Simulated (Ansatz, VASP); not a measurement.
Two plane-wave programs on ZnSe (Stilleite)

INCAR

```
  PREC = Accurate
  ENCUT = 520
  EDIFF = 1E-6
  ISMEAR = -1
  SIGMA = 0.05
  LREAL = F
  LASPH = T
  NELM = 60
  ALGO = Normal
  ISIF = 2
  LWAVE = F
  LCHARG = F
  GGA = PS
  NBANDS = 16
```

Contents of KPOINTS:

```
Automatic mesh
0
Gamma
  7 7 7
```

File POSCAR:

```
ZnSe
1.0
    0.0000000000      2.8338000000      2.8621380000
    2.8338000000      0.0000000000      2.8621380000
    2.8338000000      2.8338000000      0.0000000000
Se Zn
1 1
Direct
    0.7500000000      0.7500000000      0.7500000000
    0.0000000000      0.0000000000      0.0000000000
```

File input.yaml:

```yaml
crystal:
  lattice:
    - [0.0, 2.8338, 2.862138]
    - [2.8338, 0.0, 2.862138]
    - [2.8338, 2.8338, 0.0]
  atoms:
    - { symbol: Se, position: [0.75, 0.75, 0.75] }
    - { symbol: Zn, position: [0.0, 0.0, 0.0] }
hamiltonian:
  xc: pbesol
  pseudopotentials: { kind: paw }
kpoints:
  mp_grid: { grid: [7, 7, 7] }
  band_path:
    path:
      - [[0.0, 0.0, 0.0], [0.0, 0.5, 0.5], [-0.2450740124, 0.5, 0.2549259876], [-0.3725370062, 0.3725370062, 0.0], [0.0, 0.0, 0.0], [0.5, 0.5, 0.0], [0.3725370062, 0.6274629938, 0.0], [0.0, 0.5, 0.0], [0.25, 0.75, 0.5], [0.5, 0.7549259876, 0.2549259876], [0.5, 0.5, 0.0]]
      - [[0.0, 0.5, 0.5], [0.25, 0.75, 0.5]]
    npoints: 14
scf:
  occupations: { method: fermi_dirac, width: 0.05 }
  n_extra_bands: 6
output:
  forces: true
  stress: true
  eigenvalues: true
  fatbands: true
```

Alike in both runs: functional PBEsol; k mesh 7 × 7 × 7; occupations fermi-dirac, width 0.05 eV; no spin polarisation.

```csv
,VASP,Ansatz
version,VASP 6.6.1,Ansatz 0.2.0
potentials or method,"VASP PAW PBE potentials, release 64 (Se, Zn)",Ansatz PAW
plane-wave cutoff (eV),520,420
valence electrons in the cell,18,28
task,single point,band structure
```

Ansatz gave:

| Property | Result |
| --- | --- |
| gap on the k mesh at the Fermi level (eV) | 1.12 |
| least direct gap on the mesh (eV) | 1.12 |
| pressure (GPa) | -1.7 |
| largest component of the traceless stress (GPa) | 0.25 |

Question: What did VASP give for the same quantities?

Answer: gap on the k mesh at the Fermi level (eV): 1.12; least direct gap on the mesh (eV): 1.12; pressure (GPa): -1.5; largest component of the traceless stress (GPa): 0.25.

The two sets of potentials don't hold the same shells in valence.

Caveats: the PAW data sets were made with another functional, which shifts forces and pressure a little (VASP); the PAW data sets come from PBE, with cores solved anew for the run's functional, which leaves a small shift of forces and pressure (Ansatz). As with any semilocal functional, this PBEsol gap is likely too small.
